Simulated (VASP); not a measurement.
A calculation with VASP 6.6.1 of Mn (native input, structure from a POSCAR):

The input INCAR:

```
  ALGO = Fast
  EDIFF = 1E-7
  ENCUT = 550
  GGA = PE
  ISIF = 2
  ISMEAR = 0
  ISPIN = 2
  LASPH = True
  LCHARG = False
  LMAXMIX = 4
  LORBIT = 11
  LREAL = False
  LWAVE = False
  MAGMOM = 4
  NELM = 100
  PREC = Accurate
  SIGMA = 0.1
```

File KPOINTS:

```
k-points
0
Gamma
  12 12 12
```

The input POSCAR:

```
Mn
1.0
   -1.5405000000      1.5405000000      1.5405000000
    1.5405000000     -1.5405000000      1.5405000000
    1.5405000000      1.5405000000     -1.5405000000
Mn
1
Direct
    0.0000000000      0.0000000000      0.0000000000
```

Potentials or basis: VASP PAW PBE potentials, release 64 (Mn_GW).

Launch:

```sh
$ cat potpaw_PBE.64/Mn_GW/POTCAR > POTCAR
$ mpirun -np 1 vasp_std > vasp.out
```

This isn't the form of Mn at room conditions, which is a 58-atom cubic cell.

Problem. Write the same calculation in another form: ASE script, structure typed inline.

Solution. As run:

The input run.py:

```python
from ase import Atoms
from ase.calculators.vasp import Vasp
from ase.dft.bandgap import bandgap

atoms = Atoms(
    ['Mn'],
    cell=[[-1.5405, 1.5405, 1.5405], [1.5405, -1.5405, 1.5405], [1.5405, 1.5405, -1.5405]],
    scaled_positions=[[0.0, 0.0, 0.0]],
    pbc=True,
)
atoms.set_initial_magnetic_moments([4.0])
calc = Vasp(
    directory='calc',
    xc='pbe',
    pp='PBE',
    setups={'base': 'minimal', 'Mn': '_GW'},
    prec='Accurate',
    encut=550,
    ediff=1e-06,
    ismear=0,
    sigma=0.1,
    lreal=False,
    lasph=True,
    nelm=100,
    algo='Fast',
    isif=2,
    lwave=False,
    lcharg=False,
    ispin=2,
    lorbit=11,
    lmaxmix=4,
    kpts=[12, 12, 12],
    gamma=True,
    nbands=14,
)
atoms.calc = calc

print('energy (eV):', atoms.get_potential_energy())
print('free energy (eV):', atoms.get_potential_energy(force_consistent=True))
print('forces (eV/A):')
print(atoms.get_forces())
print('stress (eV/A^3, Voigt):', atoms.get_stress())
print('Fermi level (eV):', calc.get_fermi_level())
print('moment (muB):', atoms.get_magnetic_moment())
print('site moments (muB):', atoms.get_magnetic_moments())
gap, top, bottom = bandgap(calc)
print('band gap (eV):', gap, 'from (spin, k, band)', top, 'to', bottom)
```

Potentials or basis: VASP PAW PBE potentials, release 64 (Mn_GW).

Launch:

```sh
$ python run.py
```

Both were run:

|  | native input, structure from a POSCAR | ASE script, structure typed inline |
| --- | --- | --- |
| Pressure | -10.1 GPa | -34.5 GPa |
| Band gap on the k mesh | none (metal or under the smearing width) | none (metal or under the smearing width) |
| Net moment | 3.09 μB per cell | 1.48 μB per cell |
| Site moments | Mn +3.00 μB | Mn +1.48 μB |
| Valence electrons inside the program's atomic spheres | Mn 5.89 | Mn 5.86 |

The two forms don't agree: their energies differ by 37 meV/atom, so a default or the state reached differs between them.

Caveat: a pressure of tens of GPa on the cell as given is suspect, and the run, the potentials or the cell itself is likely at fault.
